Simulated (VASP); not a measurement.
# GaAs: zone-centre modes, functional by functional, part 3 of 3

Aim: the vibrations of GaAs at the zone centre, at several levels of theory. The starting structure is a measured crystal structure from the Crystallography Open Database.

VASP 6.6.1.

Results so far: LDA T2 269.3 cm⁻¹; LDA at the measured cell T2 261.4 cm⁻¹; PBEsol T2 262.4 cm⁻¹; PBE T2 253.6 cm⁻¹; PBEsol + D3(BJ) T2 272.2 cm⁻¹; r2SCAN T2 269.0 cm⁻¹.

## 8. Modes with r2SCAN + rVV10

Level of this step: r2SCAN with rVV10; plane waves and PAW (As, Ga_d) (VASP).

rVV10 adds a nonlocal correlation energy for dispersion. The cell comes from a relaxation at this level, not shown (45.08 Å³).

INCAR reads:

```
SYSTEM = GaAs
PREC = Accurate
ENCUT = 450
EDIFF = 1E-08
NELM = 100
ISMEAR = 0
SIGMA = 0.03
LREAL = .FALSE.
ALGO = Normal
METAGGA = R2SCAN
LUSE_VDW = .TRUE.
IVDW_NL = 2
BPARAM = 11.95
CPARAM = 0.0093
LASPH = .TRUE.
NBANDS = 15
LORBIT = 11
LWAVE = .FALSE.
LCHARG = .FALSE.
KPAR = 8
IBRION = 6
NFREE = 2
POTIM = 0.015
NSW = 1
ISIF = 2
```

POSCAR reads:

```
GaAs
1.0
    0.0000000000      2.8248217087      2.8248217087
    2.8248217087      0.0000000000      2.8248217087
    2.8248217087      2.8248217087      0.0000000000
As Ga
1 1
Direct
    0.7500000000      0.7500000000      0.7500000000
    0.0000000000      0.0000000000      0.0000000000
```

KPOINTS reads:

```
Automatic mesh
0
Gamma
10 10 10
0 0 0
```

Potentials, in the order of the species: As and Ga_d (PBE family, release 64).

The run is started by

```bash
> mpirun -np 8 vasp_std
```

The log of the run:

```text
[banner, memory and clock lines left out]
running    8 mpi-ranks, on    1 nodes
[...]
[... a notice as in an earlier step ...]

|                                                                             |
|               ----> ADVICE to this user running VASP <----                  |
|                                                                             |
|     You have switched on vdW-DFT.                                           |
|     This routine was written and supplied by Jiri Klimes. We recommend      |
|     that you carefully read and cite the following publications:            |
|       J. Klimes, D.R. Bowler, A. Michelides                                 |
|          J. Phys.: Cond Matt. 22 022201 (2010)                              |
|       J. Klimes, D.R. Bowler, A. Michelides                                 |
|          Phys. Rev. B. 83, 195131 (2011)                                    |
|     and references therein.                                                 |
[...]
Total rVV10 correction in eV:      0.5499367    21.2593008
Total rVV10 correction in eV:      0.5499367    21.2593008
Total rVV10 correction in eV:      0.5499367    21.2593008
Total rVV10 correction in eV:      0.5499367    21.2593008
Total rVV10 correction in eV:      0.5499367    21.2593008
Total rVV10 correction in eV:      0.5499367    21.2593008
Total rVV10 correction in eV:      0.5499367    21.2593008
Total rVV10 correction in eV:      0.5499367    21.2593008
Total rVV10 correction in eV:      0.5499367    21.2593008
Total rVV10 correction in eV:      0.5499367    21.2593008
Total rVV10 correction in eV:      0.5499367    21.2593008
Total rVV10 correction in eV:      0.5499367    21.2593008
Total rVV10 correction in eV:      0.5499367    21.2593008
Total rVV10 correction in eV:      0.5499367    21.2593008
   1 F= -.26503795E+02 E0= -.26503795E+02  d E =-.105056E-22
[... from here on, the cycles between the ionic steps are left out ...]
   2 F= -.26502712E+02 E0= -.26502712E+02  d E =-.752914E-15
   3 F= -.26502709E+02 E0= -.26502709E+02  d E =-.113036E-15
   4 F= -.26502624E+02 E0= -.26502624E+02  d E =-.137322E-16
   5 F= -.26502625E+02 E0= -.26502625E+02  d E =-.227895E-14
 Finite differences progress:
  Degree of freedom:   2/  2
  Displacement:        2/  2
  Total:               4/  4
```

The job ended after 2.6 min (8 MPI ranks of Intel Xeon 6975P-C (Granite Rapids), shared host; peak memory 3.2 GiB).

OUTCAR, selected parts (step 8):

```text
  Total       -0.0054799      0.0020344      0.0020344      0.0000000      0.1058883      0.0000000
  in kB       -0.1947516      0.0722999      0.0722999      0.0000000      3.7631850      0.0000000
  external PRESSURE =      -0.0167173 kB  Pullay stress =       0.0000000 kB

 POSITION                                       TOTAL-FORCE (eV/Angst)
 -----------------------------------------------------------------------------------
      4.23723      4.23723      4.23723        -0.149310      0.000000      0.000000
     -0.01500      0.00000      0.00000         0.149310      0.000000      0.000000
 -----------------------------------------------------------------------------------
    total drift:                                0.011448      0.000009      0.000010

  FREE ENERGIE OF THE ION-ELECTRON SYSTEM (eV)
  ---------------------------------------------------
  free  energy   TOTEN  =       -26.5026247074 eV

  energy  without entropy=      -26.5026247074  energy(sigma->0) =      -26.50262471

[... 1 part as in an earlier step ...]

[... 2 further parts left out ...]
[key lines of the parts left out:]
E-fermi :   3.8803
```

With r2SCAN + rVV10 the mode is T2 271.4 cm⁻¹, +2.1 cm⁻¹ from LDA.

## 9. Modes with AM05

AM05 is built from the electron gas and the surface model, and does well on lattice constants. The cell comes from a relaxation at this level, not shown (45.53 Å³).

INCAR reads:

```
SYSTEM = GaAs
PREC = Accurate
ENCUT = 450
EDIFF = 1E-08
NELM = 100
ISMEAR = 0
SIGMA = 0.03
LREAL = .FALSE.
ALGO = Normal
GGA = AM
NBANDS = 15
LORBIT = 11
LWAVE = .FALSE.
LCHARG = .FALSE.
KPAR = 8
IBRION = 8
LEPSILON = .TRUE.
LPEAD = .TRUE.
ISIF = 2
```

POSCAR reads:

```
GaAs
1.0
    0.0000000000      2.8342260481      2.8342260481
    2.8342260481      0.0000000000      2.8342260481
    2.8342260481      2.8342260481      0.0000000000
As Ga
1 1
Direct
    0.7500000000      0.7500000000      0.7500000000
    0.0000000000      0.0000000000      0.0000000000
```

KPOINTS is that of step 8.

The run is started by

```bash
> mpirun -np 8 vasp_std
```

The log of the run:

```text
[... set-up lines as in an earlier step ...]
 entering main loop
       N       E                     dE             d eps       ncg     rms          rms(c)
DAV:   1     0.786933618988E+02    0.78693E+02   -0.85070E+03  1410   0.151E+03
DAV:   2    -0.287242844900E+01   -0.81566E+02   -0.77697E+02  1697   0.295E+02
DAV:   3    -0.868045514576E+01   -0.58080E+01   -0.57895E+01  1613   0.656E+01
DAV:   4    -0.877255087186E+01   -0.92096E-01   -0.92082E-01  1804   0.938E+00
[...]
DAV:  12    -0.859824276530E+01   -0.44917E-06   -0.20753E-06  1789   0.194E-02    0.188E-03
DAV:  13    -0.859824314842E+01   -0.38312E-06   -0.92859E-07  1634   0.632E-03    0.743E-04
DAV:  14    -0.859824315619E+01   -0.77725E-08   -0.14401E-08  1746   0.878E-04
   1 F= -.85982432E+01 E0= -.85982432E+01  d E =-.322441E-22
 Linear response reoptimize wavefunctions to high precision
DAV:   1    -0.859824319543E+01   -0.39242E-07   -0.88136E-09  1607   0.575E-04
DAV:   2    -0.859824319544E+01   -0.72760E-11   -0.95935E-11  1370   0.676E-05
 Linear response to external field (no local field effect), progress :
[...]
RMM:  14    -0.437732196626E-01    0.96522E-09    0.15132E-07  5718   0.114E-05    0.775E-08
 first order change of Fermi-energy  -0.13113E+00
 force on displaced ion       1 direction 1 :  -9.099   0.000   0.000
 Born effective charge ion    1 direction 1 :  -2.113   0.000   0.000
 Linear response progress:
  Degree of freedom:   2/  2
       N       E                     dE             d eps       ncg     rms          rms(c)
RMM:   1    -0.165143141520E+00   -0.16514E+00    0.73520E-02  6492   0.803E+00
RMM:   2    -0.163722600899E+00    0.14205E-02   -0.24972E-02  9786   0.133E+00    0.422E-02
RMM:   3    -0.163947343335E+00   -0.22474E-03   -0.32395E-03 10216   0.383E-01    0.274E-02
RMM:   4    -0.163726921717E+00    0.22042E-03   -0.14081E-03 10790   0.162E-01    0.749E-03
[...]
RMM:  14    -0.163705598928E+00   -0.30039E-08   -0.19486E-07 10498   0.436E-05    0.334E-07
RMM:  15    -0.163705582305E+00    0.16623E-07   -0.70967E-08  9359   0.285E-05    0.369E-07
RMM:  16    -0.163705585065E+00   -0.27604E-08   -0.76456E-08  8045   0.218E-05    0.583E-08
 first order change of Fermi-energy   0.13561E+00
 force on displaced ion       2 direction 1 :  -9.066  -0.000  -0.000
 Born effective charge ion    2 direction 1 :   2.112   0.000   0.000
 Born effective charges drift removed
 Linear response finished
```

Elapsed: 78 s, on 8 MPI ranks; peak memory 3.5 GiB; 10 min of CPU time.

OUTCAR, selected parts (step 9):

```text
  Total        0.0024058      0.0024058      0.0024058      0.0000000      0.0000000      0.0000000
  in kB        0.0846502      0.0846502      0.0846502      0.0000000      0.0000000      0.0000000
  external PRESSURE =       0.0846502 kB  Pullay stress =       0.0000000 kB

 POSITION                                       TOTAL-FORCE (eV/Angst)
 -----------------------------------------------------------------------------------
      4.25134      4.25134      4.25134        -0.000000      0.000000      0.000000
      0.00000      0.00000      0.00000         0.000000     -0.000000     -0.000000
 -----------------------------------------------------------------------------------
    total drift:                               -0.000002     -0.000002     -0.000002

 MACROSCOPIC STATIC DIELECTRIC TENSOR (including local field effects in DFT)
 ------------------------------------------------------
          13.617463     0.000000     0.000000
           0.000000    13.617463     0.000000
           0.000000     0.000000    13.617463
 ------------------------------------------------------

 MACROSCOPIC STATIC DIELECTRIC TENSOR IONIC CONTRIBUTION
 ------------------------------------------------------
           1.961400     0.000000     0.000000
           0.000000     1.961400    -0.000000
           0.000000    -0.000000     1.961400
 ------------------------------------------------------

[... 1 part as in an earlier step ...]

[... 1 further part left out ...]
```

With AM05 the mode is T2 261.5 cm⁻¹, -7.8 cm⁻¹ from LDA.

## 10. The runs compared

| run | T2 | method | core minutes |
| --- | --- | --- | --- |
| LDA | 269.3 | perturbation theory | 7.07 |
| LDA at the measured cell | 261.4 | perturbation theory | 7.2 |
| PBEsol | 262.4 | perturbation theory | 8.4 |
| PBE | 253.6 | perturbation theory | 5.33 |
| PBEsol + D3(BJ) | 272.2 | finite displacements | 2.16 |
| r2SCAN | 269.0 | finite displacements | 10.3 |
| r2SCAN + rVV10 | 271.4 | finite displacements | 20.8 |
| AM05 | 261.5 | perturbation theory | 10.4 |

Modes are in cm⁻¹, degenerate ones as one, matched between runs by symmetry and order. A number in brackets counts the listed modes of one symmetry from the lowest. The symmetry labels come from an automatic analysis and can be wrong where levels nearly coincide. Core minutes are wall time times ranks of the run shown, on a shared host.

## 11. Outcome

- T2, LDA: 269.3 cm⁻¹
- T2, LDA at the measured cell: 261.4 cm⁻¹
- T2, PBEsol: 262.4 cm⁻¹
- T2, PBE: 253.6 cm⁻¹
- T2, PBEsol + D3(BJ): 272.2 cm⁻¹
- T2, r2SCAN: 269.0 cm⁻¹
- T2, r2SCAN + rVV10: 271.4 cm⁻¹
- T2, AM05: 261.5 cm⁻¹

On the cells relaxed at each level, the T2 mode of GaAs lies between 254 cm⁻¹ (PBE) and 272 cm⁻¹ (PBEsol + D3(BJ)). Taking the measured cell, +2.4 % in volume, instead of the one relaxed with LDA moves T2 by -7.9 cm⁻¹. Some levels use perturbation theory and the others finite displacements, so their times can't be compared. LASPH is on in some of these runs and off in others, which adds a little to the differences. The dielectric constants and Born charges in the logs aren't compared here; at a small gap they can be far off, and in a run without a gap they mean nothing. The translations, which should lie at zero, come out at up to 3.0 cm⁻¹ with r2SCAN and 2.5 cm⁻¹ with r2SCAN + rVV10; the modes of such a run are uncertain by as much or more. The frequencies are harmonic, and the splitting of polar modes by their long-range field is left out. Further runs on this material are not shown.

[Lines on the potential files, build, host, timing and source positions are cut from VASP's logs without a mark.]

[Logs are printed without paths, hosts, clocks, repeated set-up lines and the standing remarks that a program may print on its own settings, such as how far it seeks lower states.]

[Hosts, paths, dates, database ids (printed as entryN), source tags and the programs' standing remarks are cut or masked in the printed files.]
